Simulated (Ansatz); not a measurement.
The following input was run with Ansatz 0.2.0.

```yaml
crystal:
  lattice:
    - [3.92762844, 0.0, 0.0]
    - [0.0, 3.92762844, 0.0]
    - [0.0, 0.0, 4.05442707]
  atoms:
    - { symbol: K, position: [0.0, 0.0, 0.0376230692] }
    - { symbol: Nb, position: [0.5, 0.5, 0.5093560953] }
    - { symbol: O, position: [0.5, 0.5, 0.0193324928] }
    - { symbol: O, position: [0.5, 0.0, 0.5378441714] }
    - { symbol: O, position: [0.0, 0.5, 0.5378441714] }
basis:
  ecutwfc: 420
kpoints:
  mp_grid: { grid: [8, 8, 8] }
hamiltonian:
  xc: pbesol
scf:
  occupations: { method: gaussian, width: 0.02 }
output:
  forces: true
  stress: true
  eigenvalues: true
```

It can be run as
```bash
ansatz run input.yaml --threads 1 --pin off --backend cpu --events-out ev --progress --plain --runs-dir out  # memory cap (--max-ram) not shown
```

Computed with DFT PBEsol, scalar-relativistic, plane waves, PAW in Ansatz 0.2.0.

From the run's log, abridged:

```
Pseudopotentials: kind: paw
Pseudopotential: K, paw, valence charge 9, recommended cutoff 420 eV (normal)
Pseudopotential: Nb, paw, valence charge 13, recommended cutoff 420 eV (normal)
Pseudopotential: O, paw, valence charge 6, recommended cutoff 420 eV (normal)
Functional definition: PBEsol
Crystal: 5 atoms, lattice volume = 62.545 Å³
Basis set: ecut = 420 eV, 1229 PW (Γ), exchange–correlation on 54×54×60 points (8 copies of the dense FFT grid, shifted against one another)
Bands: 25, of which v1, the nominal top of the filled ones, is band 20 counted from 1 (19 counted from 0)
Symmetry: 8 space group operations
Space group: P4mm (ITA 99), of the structure as read, at distance tolerance 4.0e-5 Å
k-points: 75 of 512 (time reversal used)
Initial density: superposition of atomic densities (neutral atoms: chi_scale 0, normalization atom), corrected by the library's trained network
Initial wavefunctions: pseudopotential atomic-orbital guess
Functional: x = pbesol(κ = 0.804, μ = 0.12345679), c = pbesol(β = 0.046)
SCF iter   1: F=—  HF=-7699.256512 eV  |F-HF|=—  |Δ(HF+E_count)|=         —  Δρ=1.70e-2  dr2=1.53e-1  ethr=1.77e-3  ⟨swp⟩=6.4  Hψ=9369  notcnv=0
SCF iter   2: F=—  HF=-7699.226525 eV  |F-HF|=—  |Δ(HF+E_count)|=   3.00e-2  Δρ=5.68e-3  dr2=1.93e-2  ethr=3.83e-4  ⟨swp⟩=2.0  Hψ=3555  notcnv=0  defer=75
SCF iter   3: F=—  HF=-7699.222814 eV  |F-HF|=—  |Δ(HF+E_count)|=   3.71e-3  Δρ=1.67e-3  dr2=1.57e-3  ethr=4.83e-5  ⟨swp⟩=2.0  Hψ=2844  notcnv=0
automatic band count: iteration 3 solves 24 bands in place of 25: the levels show a gap, and the empty bands left out lie too high to hold charge; the band table lists the bands solved (type scf.n_extra_bands for more)
SCF iter   4: F=—  HF=-7699.222620 eV  |F-HF|=—  |Δ(HF+E_count)|=   1.94e-4  Δρ=4.65e-4  dr2=1.13e-4  ethr=3.94e-6  ⟨swp⟩=2.0  Hψ=3457  notcnv=0
SCF iter   5: F=—  HF=-7699.222631 eV  |F-HF|=—  |Δ(HF+E_count)|=   1.12e-5  Δρ=2.85e-4  dr2=4.28e-5  ethr=2.83e-7  ⟨swp⟩=2.0  Hψ=2872  notcnv=0
SCF iter   6: F=—  HF=-7699.222883 eV  |F-HF|=—  |Δ(HF+E_count)|=   2.52e-4  Δρ=5.61e-5  dr2=2.64e-6  ethr=1.07e-7  ⟨swp⟩=2.1  Hψ=2667  notcnv=0
SCF iter   7: F=—  HF=-7699.222884 eV  |F-HF|=—  |Δ(HF+E_count)|=   1.00e-6  Δρ=1.68e-5  dr2=2.40e-7  ethr=6.60e-9  ⟨swp⟩=2.1  Hψ=2538  notcnv=0
SCF iter   8: F=-7699.222884 eV  HF=-7699.222884 eV  |F-HF|=1.25e-9  |Δ(HF+E_count)|=   1.63e-7  Δρ=2.95e-6  dr2=6.39e-9  ethr=2.50e-10  ⟨swp⟩=4.3  Hψ=6263  notcnv=0
SCF 1 converged in 8 iterations: F = -7699.222884 eV  dr2 = 6.39e-9
SCF converged after 8 iterations
Free energy (F): -7699.222884 eV
Harris-Foulkes:  -7699.222884 eV  (|F-HF|=1.25e-9)
Internal energy: -7699.222884 eV  (E = F + TS)
E sigma→0 (E₀):  -7699.222884 eV
Fermi energy:    9.395833 eV
--- Per-component energies (eV) ---
  E_band       = -211.707233
  E_kinetic    = 1175.141568
  E_local      = -2342.075069  (includes V_loc(G=0)·N_el)
  E_nonlocal   = 273.885268
  E_hartree    = 791.610024
  E_xc         = -528.293410
  E_vxc        = -658.985063  (∫ρ·V_xc dr)
  E_paw        = -4234.662502  (= ΣΔE_a)
  E_vpaw       = -242.900567  (= ΣTr[D̂ρ^β])
  E_aug_tail   = 0.007290  (compensation charges beyond the density's cutoff)
  E_ewald      = -2835.238512
  E_core_change = 0.402458  (= ΣΔE_core)
  E_smearing   =  0.000000  (= −TS)
--- Forces (eV/Å), atoms counted from 1 ---
  atom   1  K      0.00000000     0.00000000    -0.31966698
  atom   2  Nb     0.00000000     0.00000000    -0.19676453
  atom   3  O      0.00000000     0.00000000     1.04893738
  atom   4  O      0.00000000     0.00000000    -0.26625576
  atom   5  O      0.00000000     0.00000000    -0.26625576
--- Stress (GPa, compression-positive) ---
        5.804989       0.000000       0.000000
        0.000000       5.804989       0.000000
        0.000000       0.000000      -4.270168
  P = ⅓ Tr σ = 2.4466 GPa (24.466 kbar)
--- Band table (eV; the first three rows and the last of 75) ---
  k-point 0: bands = ["-46.0300", "-22.2150", "-22.2150", "-22.1364", "-18.5030", "-8.6223", "-8.2558", "-7.9097", "-2.1630", "-2.1152", "-2.1152", "6.2490", "6.3530", "6.3530", "7.3348", "7.5398", "7.5398", "7.8688", "7.8688", "7.9186", "10.1727", "10.3829", "10.3829", "14.0791"]
  k-point 1: bands = ["-46.0298", "-22.2144", "-22.2144", "-22.1544", "-18.4986", "-8.6216", "-8.2529", "-7.7976", "-2.1367", "-2.1106", "-2.1106", "5.9517", "6.3092", "6.3092", "7.2699", "7.3315", "7.3315", "7.4539", "7.8324", "7.8324", "10.1880", "10.7893", "10.7893", "14.5173"]
  k-point 2: bands = ["-46.0292", "-22.2129", "-22.2129", "-22.1972", "-18.4879", "-8.6378", "-8.2459", "-7.4907", "-2.0995", "-2.0995", "-2.0727", "5.0563", "6.1845", "6.1845", "6.8201", "6.9579", "6.9579", "7.1190", "7.7924", "7.7924", "10.2252", "11.6405", "11.6405", "14.5225"]
  k-point 74: bands = ["-46.0228", "-22.3735", "-22.3735", "-22.2380", "-18.4396", "-7.0843", "-7.0843", "-6.9603", "-2.4290", "-2.4290", "-2.4055", "2.9935", "3.3585", "4.1004", "4.4060", "4.7486", "4.7486", "8.5908", "8.6188", "8.6188", "14.0209", "14.0209", "14.2513", "17.4354"]
```

Self-consistency was reached.